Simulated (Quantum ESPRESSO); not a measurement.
I under changes of volume

One of the cells (42.631 Å³/atom); the others are scaled copies at fixed shape and fractional positions:

```
CELL_PARAMETERS angstrom
3.63503 -2.39502 0.00000
3.63503 2.39502 0.00000
0.00000 0.00000 9.79344
ATOMIC_POSITIONS crystal
I 0.64930 0.35070 0.38440
I 0.14930 0.85070 0.11560
I 0.35070 0.64930 0.61560
I 0.85070 0.14930 0.88440
```

```yaml
Program: Quantum ESPRESSO 7.5
Functional: PBEsol
Potentials_or_basis: GBRV 1.5 PBEsol
Cutoff: 612 eV
Density_cutoff: 4898 eV
k_mesh: 7 × 7 × 3
Occupations: fermi-dirac, width 0.05 eV
Spin: no spin polarisation
```

```tsv
volume (Å³/atom)	energy over the lowest point (meV/atom)	pressure (GPa)	gap on the mesh (eV)	largest force (eV/Å)
40.073	?	?	?	?
40.926	6.83	1.2	1.37	1.178
41.778	1.91	0.6	1.32	0.975
42.631	0.00	0.1	1.28	0.788
43.483	0.76	-0.4	1.24	0.616
44.336	3.88	-0.8	1.20	0.459
45.189	9.08	-1.2	1.16	0.318
```

Q: What does the run at 40.073 Å³/atom give?

A: Energy over the lowest point 15.16 meV/atom; pressure 1.9 GPa; gap on the mesh 1.40 eV; largest force 1.398 eV/Å.

Worked out: A Birch-Murnaghan fit of order 3 (a polynomial in V^(-2/3)) to the other rows has its minimum at 42.80 Å³/atom with B0 = V·E''(V) = 25 GPa and B' = 5.2 at fixed shape and positions, which overstates the stiffness. It gives 15.18 meV/atom at 40.073 Å³/atom, against the run's 15.16, and -dE/dV = 1.9 GPa, against 1.9. A straight line through the other rows of the gap, of slope -2.09 eV per unit of ln V, extrapolates to 1.41 eV, against the run's 1.40.

Energies are extrapolated to zero smearing.

Caveats: spin-orbit coupling is left out, which moves the levels of the heavy elements; an odd mesh through Γ misses points on the zone boundary, where band edges often lie; forces of over 1 eV/Å show positions far from the minimum, so gaps and moduli don't describe the material at rest (some runs).
